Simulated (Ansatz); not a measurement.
**Ionic part of the dielectric constant of MgSe at 1.9 GPa, mode by mode**

All numbers below come from DFT LDA, scalar-relativistic, plane waves, PAW (Ansatz 0.2.0). Plane waves to 420 eV; Γ-centred k mesh 10×10×10; fixed occupations. No spin polarisation. Phonons by linear response, acoustic sum rule imposed.

The structure is cubic, space group Fm-3m (No. 225). The conventional cell has a = 5.345 Å, b = 5.345 Å, c = 5.345 Å, α = 90.00°, β = 90.00°, γ = 90.00°. Mg (site symmetry m-3m) is surrounded by 6 Se at 2.67 Å. Se (site symmetry m-3m) has 6 Mg at 2.67 Å as nearest neighbours.

The cell is the ideal cubic rocksalt prototype.

The primitive cell has V = 38.18 Å³ and ε∞,xx = 6.689. Each polar mode adds Δε = (4.92064×10⁷/V)·S/ν² along x, with S its oscillator strength in e²/amu, ν in cm⁻¹ and V in Å³.

Problem. From these modes, find each Δε and ε0,xx.
| ν (cm⁻¹) | S_xx (e²/amu) |
| --- | --- |
| 211.0 | 0.3053 |

Solution.
```
ν (cm⁻¹)    Δε
   211.0  8.84
```

The sum is 8.838, so ε0,xx = 15.53; the run's tensor has 15.53.

Problem. Where do the longitudinal modes lie for a wave vector along x?

Solution. At 321 cm⁻¹. The Lyddane–Sachs–Teller product Π(ν_LO/ν_TO)² = 2.32 matches ε0/ε∞ = 2.32.